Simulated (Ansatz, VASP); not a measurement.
CdSe: VASP beside Ansatz

Contents of INCAR:

```
PREC = Accurate
ENCUT = 520
EDIFF = 1E-6
ISMEAR = -1
SIGMA = 0.05
LREAL = F
LASPH = T
NELM = 100
ALGO = Normal
ISIF = 2
LWAVE = F
LCHARG = F
GGA = PS
NBANDS = 16
```

File KPOINTS:

```
Automatic mesh
0
Gamma
  8 8 8
```

POSCAR

```
CdSe
1.0
    0.0000000000      2.8929913891      2.8929913891
    2.8929913891      0.0000000000      2.8929913891
    2.8929913891      2.8929913891      0.0000000000
Cd Se
1 1
Direct
    0.0000000000      0.0000000000      0.0000000000
    0.5000000000      0.5000000000      0.5000000000
```

Contents of input.yaml:

```yaml
crystal:
  lattice:
    - [0.0, 2.8929913891, 2.8929913891]
    - [2.8929913891, 0.0, 2.8929913891]
    - [2.8929913891, 2.8929913891, 0.0]
  atoms:
    - { symbol: Cd, position: [0.0, 0.0, 0.0] }
    - { symbol: Se, position: [0.5, 0.5, 0.5] }
kpoints:
  mp_grid: { grid: [8, 8, 8] }
scf:
  occupations: { method: fermi_dirac, width: 0.05 }
hamiltonian:
  xc: pbesol
  pseudopotentials: { kind: all_electron, lapw: { basis_error: 0.001 } }
output:
  forces: true
  stress: true
  eigenvalues: true
```

Change from the starting cell: volume scaled by 1.02.

Alike in both runs: task single point; functional PBEsol; k mesh 8 × 8 × 8; occupations fermi-dirac, width 0.05 eV; no spin polarisation.

```csv
,VASP,Ansatz
version,VASP 6.6.1,Ansatz 0.2.0
potentials or method,"VASP PAW PBE potentials, release 64 (Cd, Se)","all-electron LAPW, scalar-relativistic"
plane-wave cutoff (eV),520,see its input
```

Ansatz gave:

* gap on the k mesh at the Fermi level (eV): none
* pressure (GPa): -4.8

Task: What did VASP give for the same quantities?

Result: gap on the k mesh at the Fermi level (eV): none; pressure (GPa): -4.5.

A gap of «none» marks a metal or a gap that the smearing closes. Ansatz ran all-electron here, so the differences hold the error of VASP's frozen core and of both bases.

Caveats: the PAW data sets were made with another functional, which shifts forces and pressure a little (VASP).
